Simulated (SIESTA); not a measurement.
MnO:

```xyz
2
Lattice="0.0000 2.2239 2.2239 2.2239 0.0000 2.2239 2.2239 2.2239 0.0000" Properties=species:S:1:pos:R:3 pbc="T T T"
Mn    0.0000    0.0000    0.0000
O     2.2239    2.2239    2.2239
```

The cell is a database's computed one.

Base run:

- Program: SIESTA 5.4.2
- Functional: PBEsol
- Potentials or basis: PseudoDojo 0.4 standard (PBEsol files)
- Basis: DZP (energy shift 0.003 Ry; two zetas on semicore shells)
- Grid cutoff: 800 Ry
- Energy shift: 0.003 Ry
- k mesh: 10 × 10 × 10
- Occupations: fermi-dirac, width 0.05 eV
- Spin: collinear spin, ferromagnetic start
- Starting moments: [4.0, 0.0] μB

Its results: band gap on the k mesh none (metal or under the smearing width); pressure -5.9 GPa; net moment 4.80 μB per cell; site moments Mn +4.62; O +0.18 μB.

The run is repeated on the same cell with these changes: functional from PBEsol to LDA; potentials or basis from PseudoDojo 0.4 standard (PBEsol files) to PseudoDojo 0.4 standard (LDA files). What comes out?

Band gap on the k mesh none (metal or under the smearing width); pressure -14.9 GPa; net moment 4.66 μB per cell; site moments Mn +4.46; O +0.20 μB.

Caveats: short orbitals over semicore shells can move pressures by several GPa; the basis of atomic orbitals isn't converged, which shifts pressures, moduli and gaps; a cell with one magnetic atom can't hold antiferromagnetic order, which such compounds often take; semilocal functionals often make such compounds metallic where correlation or magnetic order opens a gap, which also shifts bond lengths.
